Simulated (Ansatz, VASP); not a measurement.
# One calculation of Al, two programs

INCAR

```
ALGO = Fast ; EDIFF = 1E-7
ENCUT = 520 ; GGA = PE
ISIF = 2 ; ISMEAR = 0
IVDW = 12 ; LASPH = T
LCHARG = T ; LELF = T
LREAL = F ; LVHAR = T
LWAVE = F ; NBANDS = 8
NELM = 60 ; PREC = Accurate
SIGMA = 0.15
```

KPOINTS

```
k-points
0
Gamma
  26 26 26
```

File POSCAR:

```
Al
1.0
    0.0000000000      1.9117083162      1.8320538030
    1.9117083162      0.0000000000      1.8320538030
    1.9117083162      1.9117083162      0.0000000000
Al
1
Direct
    0.0000000000      0.0000000000      0.0000000000
```

Input for Ansatz:

```yaml
crystal:
  lattice:
    - [0.0, 1.9117083162, 1.832053803]
    - [1.9117083162, 0.0, 1.832053803]
    - [1.9117083162, 1.9117083162, 0.0]
  atoms:
    - { symbol: Al, position: [0.0, 0.0, 0.0] }
basis:
  ecutwfc: 420
kpoints:
  mp_grid: { grid: [26, 26, 26] }
hamiltonian:
  xc: pbe
  dispersion: d3bj
scf:
  occupations: { method: gaussian, width: 0.15 }
output:
  forces: true
  stress: true
  eigenvalues: true
```

Change from the starting cell: strain -0.040 along x and y, -0.080 along z, atoms carried along.

Alike in both runs: task single point; functional PBE; dispersion D3(BJ); k mesh 26 × 26 × 26; occupations gaussian, width 0.15 eV; no spin polarisation.

|  | VASP | Ansatz |
| --- | --- | --- |
| version | VASP 6.6.1 | Ansatz 0.2.0 |
| potentials or method | VASP PAW PBE potentials, release 64 (Al) | scalar-relativistic, plane waves, PAW |
| plane-wave cutoff (eV) | 520 | 420 |
| valence electrons in the cell | 3 | 3 |

|  | VASP | Ansatz | Ansatz less VASP |
| --- | --- | --- | --- |
| gap on the k mesh at the Fermi level (eV) | none | none | - |
| pressure (GPa) | 20.8 | 20.8 | +0.02 |
| largest component of the traceless stress (GPa) | 3.46 | 3.46 | -0.003 |

A gap of «none» marks a metal or a gap that the smearing closes.

Caveats: so large a pressure means that the cell lies far from this level's equilibrium, or that cutoff or potentials fall short (VASP); pairwise dispersion overbinds metals, which lowers pressure and volume.
